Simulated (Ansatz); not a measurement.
Geometry optimisation in Ansatz: input, command and trajectory.

```yaml
crystal:
  lattice:
    - [-3.3505, 3.3505, 3.3505]
    - [3.3505, -3.3505, 3.3505]
    - [3.3505, 3.3505, -3.3505]
  atoms:
    - { symbol: Hf, position: [0.25, 0.625, 0.375] }
    - { symbol: Hf, position: [0.375, 0.25, 0.625] }
    - { symbol: Hf, position: [0.75, 0.875, 0.125] }
    - { symbol: Hf, position: [0.125, 0.75, 0.875] }
    - { symbol: Hf, position: [0.625, 0.375, 0.25] }
    - { symbol: Hf, position: [0.875, 0.125, 0.75] }
    - { symbol: "N", position: [0.126, 0.126, 0.126] }
    - { symbol: "N", position: [0.874, 0.5, 0.0] }
    - { symbol: "N", position: [0.5, 0.0, 0.374] }
    - { symbol: "N", position: [0.0, 0.874, 0.5] }
    - { symbol: "N", position: [0.374, 0.5, 0.0] }
    - { symbol: "N", position: [0.626, 0.626, 0.626] }
    - { symbol: "N", position: [0.0, 0.374, 0.5] }
    - { symbol: "N", position: [0.5, 0.0, 0.874] }
basis:
  ecutwfc: 420
kpoints:
  mp_grid: { grid: [6, 6, 6] }
hamiltonian:
  xc: pbe
scf:
  occupations: { method: gaussian, width: 0.02 }
output:
  forces: true
  stress: true
  eigenvalues: true
relax:
  adjacent_minimum: "off"
  f_tol: 0.01
  max_steps: 40
```

```bash
ansatz run input.yaml --threads 4 --pin off --max-ram 10240MiB --backend cpu --events-out ev --progress --plain --runs-dir out
```

Level of theory: DFT PBE, scalar-relativistic, plane waves, PAW (Ansatz).

Of 4 frames 3 are shown, positions in Å and forces in eV/Å; the SCF threshold varies from step to step.

```xyz
14
Lattice="-3.3505 3.3505 3.3505 3.3505 -3.3505 3.3505 3.3505 3.3505 -3.3505" Properties=species:S:1:pos:R:3:forces:R:3 pbc="T T T" step=1 free_energy_over_end_meV_per_atom=5.17
Hf    2.5129    0.0000    1.6752    0.0000    0.0000    0.0000
Hf    1.6752    2.5129    0.0000    0.0000    0.0000    0.0000
Hf    0.8376    0.0000    5.0258    0.0000    0.0000    0.0000
Hf    5.0258    0.8376    0.0000    0.0000    0.0000    0.0000
Hf    0.0000    1.6752    2.5129    0.0000    0.0000    0.0000
Hf    0.0000    5.0258    0.8376    0.0000    0.0000    0.0000
N     0.4222    0.4222    0.4222    0.1829    0.1829    0.1829
N    -1.2531    1.2531    4.6036    0.1829   -0.1829   -0.1829
N    -0.4222    2.9283    0.4222   -0.1829   -0.1829    0.1829
N     4.6036   -1.2531    1.2531   -0.1829    0.1829   -0.1829
N     0.4222   -0.4222    2.9283    0.1829   -0.1829   -0.1829
N     2.0974    2.0974    2.0974    0.1829    0.1829    0.1829
N     2.9283    0.4222   -0.4222   -0.1829    0.1829   -0.1829
N     1.2531    4.6036   -1.2531   -0.1829   -0.1829    0.1829
14
Lattice="-3.3505 3.3505 3.3505 3.3505 -3.3505 3.3505 3.3505 3.3505 -3.3505" Properties=species:S:1:pos:R:3:forces:R:3 pbc="T T T" step=2 free_energy_over_end_meV_per_atom=2.10
Hf    2.5129    0.0000    1.6752    0.0000    0.0000    0.0000
Hf    1.6752    2.5129    0.0000    0.0000    0.0000    0.0000
Hf    0.8376    0.0000    5.0258    0.0000    0.0000    0.0000
Hf    5.0258    0.8376    0.0000    0.0000    0.0000    0.0000
Hf    0.0000    1.6752    2.5129    0.0000    0.0000    0.0000
Hf    0.0000    5.0258    0.8376    0.0000    0.0000    0.0000
N     0.4342    0.4342    0.4342    0.1160    0.1160    0.1160
N    -1.2411    1.2411    4.5916    0.1160   -0.1160   -0.1160
N    -0.4342    2.9163    0.4342   -0.1160   -0.1160    0.1160
N     4.5916   -1.2411    1.2411   -0.1160    0.1160   -0.1160
N     0.4342   -0.4342    2.9163    0.1160   -0.1160   -0.1160
N     2.1094    2.1094    2.1094    0.1160    0.1160    0.1160
N     2.9163    0.4342   -0.4342   -0.1160    0.1160   -0.1160
N     1.2411    4.5916   -1.2411   -0.1160   -0.1160    0.1160
14
Lattice="-3.3505 3.3505 3.3505 3.3505 -3.3505 3.3505 3.3505 3.3505 -3.3505" Properties=species:S:1:pos:R:3:forces:R:3 pbc="T T T" step=4 free_energy_over_end_meV_per_atom=0.00
Hf    2.5129    0.0000    1.6752    0.0000    0.0000    0.0000
Hf    1.6752    2.5129    0.0000    0.0000    0.0000    0.0000
Hf    0.8376    0.0000    5.0258    0.0000    0.0000    0.0000
Hf    5.0258    0.8376    0.0000    0.0000    0.0000    0.0000
Hf    0.0000    1.6752    2.5129    0.0000    0.0000    0.0000
Hf    0.0000    5.0258    0.8376    0.0000    0.0000    0.0000
N     0.4542    0.4542    0.4542    0.0064    0.0064    0.0064
N    -1.2210    1.2210    4.5715    0.0064   -0.0064   -0.0064
N    -0.4542    2.8963    0.4542   -0.0064   -0.0064    0.0064
N     4.5715   -1.2210    1.2210   -0.0064    0.0064   -0.0064
N     0.4542   -0.4542    2.8963    0.0064   -0.0064   -0.0064
N     2.1295    2.1295    2.1295    0.0064    0.0064    0.0064
N     2.8963    0.4542   -0.4542   -0.0064    0.0064   -0.0064
N     1.2210    4.5715   -1.2210   -0.0064   -0.0064    0.0064
```

It took 48 s on 4 threads of Intel(R) Xeon(R) Processor @ 2.50GHz (Skylake/Cascade Lake), on a shared host, peak memory 0.8 GiB.

Spin–orbit coupling is left out, which can shift energies with elements as heavy as these.